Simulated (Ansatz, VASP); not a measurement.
## One calculation of Ga, two programs

```xyz
1
Lattice="-1.6866 1.6866 1.6866 1.6866 -1.6866 1.6866 1.6866 1.6866 -1.6866" Properties=species:S:1:pos:R:3 pbc="T T T"
Ga    0.0000    0.0000    0.0000
```

Alike in both runs: functional PBE; k mesh 21 × 21 × 21; occupations fermi-dirac, width 0.05 eV; no spin polarisation.

Ansatz relaxed the structure, and its values are those at the end. VASP's run is a single point on that final structure, the one shown.

|  | VASP | Ansatz |
| --- | --- | --- |
| version | VASP 6.6.1 | Ansatz 0.2.0 |
| potentials or method | VASP PAW PBE potentials, release 64 (Ga_d) | PAW with Ansatz's default frozen-core files, scalar-relativistic |
| plane-wave cutoff (eV) | 520 | 420 |
| valence electrons in the cell | 13 | 13 |

```tsv
	VASP	Ansatz	Ansatz less VASP
pressure (GPa)	0.1	0.0	-0.06
```
